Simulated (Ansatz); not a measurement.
Starting cell, CaF$_{2}$ (fluorite):

```
CaF2
1.0
    0.00000     5.51096     5.51096
    2.75548     0.00000     2.75548
    2.75548     2.75548     0.00000
Ca F
2 4
Direct
  0.00000   0.00000   0.00000
  0.50000   0.00000   0.00000
  0.12500   0.25000   0.25000
  0.62500   0.25000   0.25000
  0.37500   0.75000   0.75000
  0.87500   0.75000   0.75000
```

A phonon eigenvector at L = (0.5, 0.0, 0.0) is frozen into this cell: atom i moves by Q times the vector below, so Q is the largest atomic displacement, in Å. The cell is held. It is one choice among 2 degenerate patterns. (q is in reciprocal vectors of the primitive cell; the cell shown is doubled to hold the pattern.)

```json
[
 {"atom": "Ca1", "x": "0.285", "y": "-0.520", "z": "0.805"},
 {"atom": "Ca2", "x": "-0.285", "y": "0.520", "z": "-0.805"},
 {"atom": "F3", "x": "0.139", "y": "-0.253", "z": "0.391"},
 {"atom": "F4", "x": "-0.139", "y": "0.253", "z": "-0.391"},
 {"atom": "F5", "x": "-0.139", "y": "0.253", "z": "-0.391"},
 {"atom": "F6", "x": "0.139", "y": "-0.253", "z": "0.391"}
]
```

Computed with PBE (plane waves to 420 eV, PAW, scalar-relativistic; Ansatz, a program for electronic structure). k mesh 5×10×10 (Γ-centred), Fermi-Dirac smearing 0.05 eV. The energy includes the smearing's −TS. CaF2 was relaxed with its symmetry unable to fall. ΔE is measured from the undisplaced structure.

```
Q (Å)    ΔE (meV/cell)
-------  -------------
-0.2800          268.0
-0.2333          185.5
-0.1867          118.4
-0.1400       withheld
-0.0933           29.5
-0.0467            7.4
0.0000             0.0
0.0467             7.4
0.0933            29.5
0.1400        withheld
0.1867           118.4
0.2333           185.5
0.2800           268.0
```

Problem. Fit an even polynomial form (powers 2, 4) to the given rows and predict ΔE at Q = 0.1400.

Solution. Least squares on the 11 given rows: ΔE = (3382)·Q² + (467.0)·Q⁴, in meV/cell with Q in Å; root-mean-square residual 0.03 meV/cell. At 0.1400 the fit gives 66.5 meV/cell; the calculation gives 66.4 meV/cell, so the interpolation is off by 0.1 (+0.2 %). The quadratic term alone would give 66.3 meV/cell.

(For displaced atoms, the force is minus the slope of the energy, and its curvature is a force constant, which sets phonon frequencies.)
